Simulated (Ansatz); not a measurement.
Crystal: PbS.

```
CELL_PARAMETERS angstrom
4.08970 0.00000 0.00000
-2.04485 3.54178 0.00000
0.00000 0.00000 3.78817
ATOMIC_POSITIONS crystal
Pb 0.00000 0.00000 0.00000
S 0.66667 0.33333 0.50000
```

Measurements of this composition are mostly on another form, of space group No. 225.

| Item | Value |
| --- | --- |
| Program | Ansatz 0.2.0 |
| Task | relaxation of cell and atoms |
| Functional | HSEsol |
| Potentials or basis | Ansatz PAW |
| Cutoff | 420 eV (not typed: the program's choice for these potentials) |
| k mesh | 4 × 4 × 4 |
| Occupations | fermi-dirac, width 0.05 eV |
| Spin | no spin polarisation |

At the start: volume 27.44 Å³/atom.

Problem. Where does the relaxation end?

Solution. It ends after 5 steps and the volume is 25.59 Å³/atom (-6.7 %); space group P-6m2 (No. 187, to 0.05 Å).

Step by step:
```
step  energy change (eV)  largest force (eV/Å)  volume (Å³)
   1              0.0000                0.0000        54.87
   2             -0.0292                0.0000        50.41
   3             -0.0335                0.0000        51.17
   4             -0.0337                0.0000        51.17
   5             -0.0333                0.0000        51.17
```

Final structure:
```
CELL_PARAMETERS angstrom
3.95963 0.00000 0.00000
-1.97981 3.42914 0.00000
0.00000 0.00000 3.76868
ATOMIC_POSITIONS crystal
Pb 0.00000 0.00000 0.00000
S 0.66667 0.33333 0.50000
```

Caveat: the k mesh is coarse (spacing up to 0.44 Å⁻¹), so the values aren't converged, least of all with exact exchange; the plane-wave basis is chosen anew once the cell has moved, so the energies of steps on either side of that aren't comparable; the PAW data sets come from PBE, with cores solved anew for the run's functional, which leaves a small shift of forces and pressure.
